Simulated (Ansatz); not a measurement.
Here is an Ansatz 0.2.0 calculation.

The input input.yaml:

```yaml
crystal:
  lattice:
    - [0.0, 2.9785, 2.9785]
    - [2.9785, 0.0, 2.9785]
    - [2.9785, 2.9785, 0.0]
  atoms:
    - { symbol: Eu, position: [0.0, 0.0, 0.0], spin: 7.0 }
    - { symbol: S, position: [0.5, 0.5, 0.5] }
hamiltonian:
  xc: rpbe
  pseudopotentials: { kind: paw }
  dispersion: d3bj
magnetization:
  spin_polarized: true
kpoints:
  mp_grid: { grid: [8, 8, 8] }
scf:
  occupations: { method: fermi_dirac, width: 0.05 }
output:
  forces: true
  stress: true
  write_density: true
  write_potential: true
  elf: true
  volumetric_format: npy
relax:
  f_tol: 0.01
  max_steps: 40
  cell: { stress_tol: 0.05 }
```

Potentials or basis: Ansatz PAW.

Command:

```bash
$ ansatz run input.yaml --threads 2 --pin off --max-ram 5632MiB --backend cpu --events-out ev --progress --plain --runs-dir out
```

Q: Predict the relaxed cell.

A: a = 3.779 Å, b = 3.779 Å, c = 3.779 Å, α = 60.00°, β = 60.00°, γ = 60.00°.

Q: What does it give for the net moment?

A: 6.81 μB per cell.

Q: Estimate the site moments.

A: Eu +6.49; S -0.06 μB.

Q: Estimate the band gap on the k mesh.

A: None (metal or under the smearing width).

Final structure:
```
CELL_PARAMETERS angstrom
0.00000 2.67186 2.67186
2.67186 0.00000 2.67186
2.67186 2.67186 0.00000
ATOMIC_POSITIONS crystal
Eu 0.00000 0.00000 0.00000
S 0.50000 0.50000 0.50000
```

Caveat: the electronic state changed during the relaxation; spin-orbit coupling is left out, which moves the levels of the heavy elements; a cell with one magnetic atom can't hold antiferromagnetic order, which such compounds often take; without U or exact exchange the open f shell lies at the Fermi level, which spoils levels, moments and volumes. The state reached can hang on the start; a lower one may exist.
